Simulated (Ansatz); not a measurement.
The system is Cd.

```xyz
2
Lattice="2.9789 0.0000 0.0000 -1.4894 2.5798 0.0000 0.0000 0.0000 5.6177" Properties=species:S:1:pos:R:3 pbc="T T T"
Cd    1.4894    0.8599    4.2132
Cd    0.0000    1.7199    1.4044
```

- Program: Ansatz 0.2.0
- Task: relaxation of cell and atoms
- Functional: PBEsol
- Potentials or basis: all-electron LAPW, scalar-relativistic
- Basis error allowed: 0.001 eV/atom
- k mesh: 10 × 10 × 5
- Occupations: fermi-dirac, width 0.05 eV
- Spin: no spin polarisation

At the start: volume 21.59 Å³/atom.

Question: How do energy, volume and symmetry change on relaxing?

Answer: Over 5 steps the energy falls by 3.7 meV/atom and the volume is 20.93 Å³/atom (-3.0 %); space group P6_3/mmc (No. 194, to 0.05 Å).

The path:
| step | energy change (eV) | largest force (eV/Å) | volume (Å³) |
| --- | --- | --- | --- |
| 1 | 0.0000 | 0.0000 | 43.17 |
| 2 | -0.0069 | 0.0000 | 41.54 |
| 3 | -0.0075 | 0.0000 | 41.87 |
| 4 | -0.0075 | 0.0000 | 41.85 |
| 5 | -0.0075 | 0.0000 | 41.85 |

Final structure:
```
Cd
1.0
     2.96210    0.00000    0.00000
    -1.48105    2.56525    0.00000
     0.00000    0.00000    5.50828
Cd
2
Direct
  0.66667 0.33333 0.75000
  0.33333 0.66667 0.25000
```
